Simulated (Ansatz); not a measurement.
Polymorphs of MoH₆

All numbers below come from Ansatz 0.2.0, DFT PBE, scalar-relativistic, plane waves, PAW. All cells share a 420 eV cutoff and Γ-centred k meshes spaced at most about 0.3 Å⁻¹ (about 0.25 or finer for metals, 2π included). Spin is collinear in cells that carry moments; the others ran without spin or lost their moments.

Formation energies are uncorrected and refer to the elements' standard structures at the same level (H₂ as a molecule).

All energies are static (0 K, no zero-point motion). Larger cells and other orderings weren't all tried, so the list isn't exhaustive. For metals, differences of a few meV/atom aren't resolved. No dispersion correction is applied, so the spacing and binding between layers, chains or molecules are poorly described (P-3m1 at 11.4 Å³/atom, P-3m1 at 11.6 Å³/atom, F222, Cm, Cmmm), and this can change margins and order among such cells. Kohn–Sham gaps at this level usually fall short of measured ones. With hydrogen, zero-point motion can shift formation energies by some tens of meV/atom. Another magnetic order may lie lower.

Invented guesses were relaxed alike, and ends that match in structure, energy and magnetic state were merged. ΔE counts from the first row. Coordination counts H atoms around Mo (those within 1.25 times the shortest such distance or 1.15 times the sum of covalent radii). The ends were matched against large subsets of the Crystallography Open Database and the Materials Project, so a missing match doesn't prove that a structure is unreported.

```csv
#,reached from,type and space group,atoms,Å³/atom,coordination,ΔE (meV/atom),gap on mesh (eV),moments,in databases
1,a cell proposed by chemical analogy,P-3m1 (No. 164),14,11.4,Mo 3,0,0.00,none,no match
2,a cell proposed by chemical analogy,P-3m1 (No. 164),7,11.6,Mo 6,62,0.00,"parallel, 0.3 μB",no match
3,random cell,F222 (No. 22),7,8.5,Mo 10,127,0.00,none,no match
4,random cell,Cm (No. 8),7,7.9,Mo 10,134,0.16,none,no match
5,random cell,Cmmm (No. 65),7,9.0,Mo 10,140,0.00,none,no match
6,ordered vacancies on the cation sites of rhenium trioxide,P4/mmm (No. 123),7,8.5,Mo 6,1025,0.00,"opposed, unequal moments (Mo +1.0, H -0.4 μB)",no match
```

The lowest: Space group P-3m1 (No. 164), trigonal, a = 2.833 Å, c = 23.063 Å. Around H on its first site lie 3 Mo at 1.93 Å; H on its second site has 1 H at 0.75 Å; around H on its third site lies 1 H at 0.75 Å; H on its fourth site is surrounded by 1 H at 0.75 Å; around Mo lie 3 H at 1.93 Å and 9 Mo at 2.81–2.83 Å; 2 more sites not described. Its energy over the elements is +0.08 eV/atom. It can't be a ground state, since the elements alone are lower. An observed structure of this formula, if there is one, may be missing.

```cif
data_structure
_symmetry_space_group_name_H-M 'P-3m1'
_symmetry_Int_Tables_number 164
_cell_length_a 2.8325
_cell_length_b 2.8325
_cell_length_c 23.0629
_cell_angle_alpha 90.000
_cell_angle_beta 90.000
_cell_angle_gamma 120.000
_cell_volume 160.25
loop_
_atom_site_label
_atom_site_type_symbol
_atom_site_symmetry_multiplicity
_atom_site_Wyckoff_symbol
_atom_site_fract_x
_atom_site_fract_y
_atom_site_fract_z
_atom_site_occupancy
H1 H 2 c 0.00000 0.00000 0.90565 1
H2 H 2 d 0.66667 0.33333 0.64803 1
H3 H 2 d 0.66667 0.33333 0.61563 1
H4 H 2 d 0.33333 0.66667 0.77991 1
H5 H 2 d 0.33333 0.66667 0.74750 1
H6 H 2 c 0.00000 0.00000 0.48380 1
Mo1 Mo 2 d 0.66667 0.33333 0.95034 1
```

The second: Space group P-3m1 (No. 164), trigonal, a = 2.779 Å, c = 12.105 Å. Around H on its first site lie 3 Mo at 1.95 Å; H on its second site has 1 H at 0.75 Å; around H on its third site lies 1 H at 0.75 Å; around Mo lie 6 H at 1.95 Å and 6 Mo at 2.78 Å. Counting H atoms around Mo, the first has Mo 3 and the second has Mo 6. The first and the second both hold H–H pairs as short as in free H₂ molecules. Cells relaxed within their symmetry can be saddle points.

```cif
data_structure
_symmetry_space_group_name_H-M 'P-3m1'
_symmetry_Int_Tables_number 164
_cell_length_a 2.7788
_cell_length_b 2.7788
_cell_length_c 12.1045
_cell_angle_alpha 90.000
_cell_angle_beta 90.000
_cell_angle_gamma 120.000
_cell_volume 80.94
loop_
_atom_site_label
_atom_site_type_symbol
_atom_site_symmetry_multiplicity
_atom_site_Wyckoff_symbol
_atom_site_fract_x
_atom_site_fract_y
_atom_site_fract_z
_atom_site_occupancy
H1 H 2 d 0.66667 0.33333 0.90775 1
H2 H 2 d 0.33333 0.66667 0.34271 1
H3 H 2 d 0.33333 0.66667 0.40440 1
Mo1 Mo 1 a 0.00000 0.00000 0.00000 1
```

Some structure types and database cells were kept out of the candidates from the start, so a known form may be missing.
